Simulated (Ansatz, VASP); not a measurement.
**Ba in VASP and in Ansatz**

```
CELL_PARAMETERS angstrom
-2.51250 2.51250 2.51250
2.51250 -2.51250 2.51250
2.51250 2.51250 -2.51250
ATOMIC_POSITIONS crystal
Ba 0.00000 0.00000 0.00000
```

Alike in both runs: functional PBE; k mesh 12 × 12 × 12; occupations fermi-dirac, width 0.05 eV; no spin polarisation.

Ansatz relaxed the structure, and its values are those at the end. VASP's run is a single point on that final structure, the one shown.

|  | VASP | Ansatz |
| --- | --- | --- |
| version | VASP 6.6.1 | Ansatz 0.2.0 |
| potentials or method | VASP PAW PBE potentials, release 64 (Ba_sv) | PAW with Ansatz's default frozen-core files, scalar-relativistic |
| plane-wave cutoff (eV) | 520 | 420 |
| valence electrons in the cell | 10 | 10 |

|  | VASP | Ansatz | Ansatz less VASP |
| --- | --- | --- | --- |
| pressure (GPa) | 0.0 | 0.0 | -0.05 |

Spin-orbit coupling is left out, which matters for the levels of Ba.
